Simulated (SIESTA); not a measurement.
Wanted: the native input for a SIESTA 5.4.2 run.

* Task: band structure
* Functional: LDA
* Potentials or basis: PseudoDojo 0.4 standard (LDA files)
* Basis: DZP (energy shift 0.003 Ry; two zetas on semicore shells)
* Grid cutoff: 800 Ry
* Energy shift: 0.003 Ry
* k mesh: 8 × 8 × 8
* Occupations: fermi-dirac, width 0.05 eV
* Spin: no spin polarisation

Crystal: GaP.

```
Ga P
1.0
     0.00000    2.72525    2.72525
     2.72525    0.00000    2.72525
     2.72525    2.72525    0.00000
Ga P
1 1
Direct
  0.00000 0.00000 0.00000
  0.75000 0.75000 0.75000
```

One way to write it, as run:

GaP.fdf

```
SystemName                      GaP
SystemLabel                     GaP
NumberOfSpecies                 2
NumberOfAtoms                   2
%block ChemicalSpeciesLabel
  1  31 Ga
  2  15 P
%endblock ChemicalSpeciesLabel

LatticeConstant                 1.0 Ang
%block LatticeVectors
     0.0000000000     2.7252500000     2.7252500000
     2.7252500000     0.0000000000     2.7252500000
     2.7252500000     2.7252500000     0.0000000000
%endblock LatticeVectors
AtomicCoordinatesFormat         Fractional
%block AtomicCoordinatesAndAtomicSpecies
     0.0000000000     0.0000000000     0.0000000000  1  Ga
     0.7500000000     0.7500000000     0.7500000000  2  P
%endblock AtomicCoordinatesAndAtomicSpecies

%block kgrid.MonkhorstPack
    8   0   0  0.0
    0   8   0  0.0
    0   0   8  0.0
%endblock kgrid.MonkhorstPack
XC.Functional                   LDA
XC.Authors                      PW92
PAO.BasisSize                   DZP
PAO.EnergyShift                 0.003 Ry
Mesh.Cutoff                     800 Ry
OccupationFunction              FD
ElectronicTemperature           0.05 eV
MaxSCFIterations                120
SCF.MustConverge                false
SCF.Mixer.Method                Pulay
SCF.Mixer.Weight                0.25
SCF.Mixer.History               8
SCF.DM.Tolerance                5.0e-05
SCF.H.Tolerance                 1.0e-03 eV
WriteForces                     true
Charge.Mulliken                 end
BandLinesScale                  ReciprocalLatticeVectors
%block BandLines
    1    0.000000   0.000000   0.000000  \Gamma
   12    0.500000   0.000000   0.500000  X
    6    0.500000   0.250000   0.750000  W
    4    0.375000   0.375000   0.750000  K
   13    0.000000   0.000000   0.000000  \Gamma
   11    0.500000   0.500000   0.500000  L
    8    0.625000   0.250000   0.625000  U
    4    0.500000   0.250000   0.750000  W
    9    0.500000   0.500000   0.500000  L
    8    0.375000   0.375000   0.750000  K
    1    0.625000   0.250000   0.625000  U
    4    0.500000   0.000000   0.500000  X
%endblock BandLines
%block PAO.Basis
  Ga 4
  n=4 0 2
    6.549 0.000
  n=4 1 2
    9.260 0.000
  n=3 2 2
    3.582 0.000
  n=4 2 1
    9.260
%endblock PAO.Basis
```

Potentials or basis: PseudoDojo 0.4 standard (LDA files), DZP (energy shift 0.003 Ry; two zetas on semicore shells).

Run with:

```console
$ siesta GaP.fdf > GaP.out 2>&1
```

It gave:

```
Pressure                : -2.2 GPa
Band gap on the k mesh  : 1.50 eV, indirect (least direct gap 1.83 eV)
Band gap along the path : 1.45 eV, indirect (least direct gap 1.83 eV)
```

Caveat: the basis of atomic orbitals isn't converged, which shifts pressures, moduli and gaps.

Wall time 58 s on 1 thread of Arm Neoverse V1, on a shared host, peak memory 0.32 GiB.
